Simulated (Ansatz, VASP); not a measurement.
**Pt: VASP beside Ansatz**

```
CELL_PARAMETERS angstrom
0.00000 1.98342 1.98342
1.98342 0.00000 1.98342
1.98342 1.98342 0.00000
ATOMIC_POSITIONS crystal
Pt 0.00000 0.00000 0.00000
```

Alike in both runs: task single point; functional r2SCAN; k mesh 18 × 18 × 18; occupations gaussian, width 0.05 eV; no spin polarisation.

|  | VASP | Ansatz |
| --- | --- | --- |
| version | VASP 6.6.1 | Ansatz 0.2.0 |
| potentials or method | VASP PAW PBE potentials, release 64 (Pt) | scalar-relativistic, plane waves, PAW |
| plane-wave cutoff (eV) | 520 | 600 |
| valence electrons in the cell | 10 | 18 |

|  | VASP | Ansatz | Ansatz less VASP |
| --- | --- | --- | --- |
| gap on the k mesh at the Fermi level (eV) | none | none | - |
| pressure (GPa) | -4.6 | -5.2 | -0.60 |

A gap of «none» marks a metal or a gap that the smearing closes. The functional is the same, so the differences come from potentials, cutoffs and numerics. The two sets of potentials don't hold the same shells in valence.

Caveats: the PAW data sets were made with another functional, which shifts forces and pressure a little (VASP). The runs have no spin-orbit coupling, so splittings on Pt are missing.
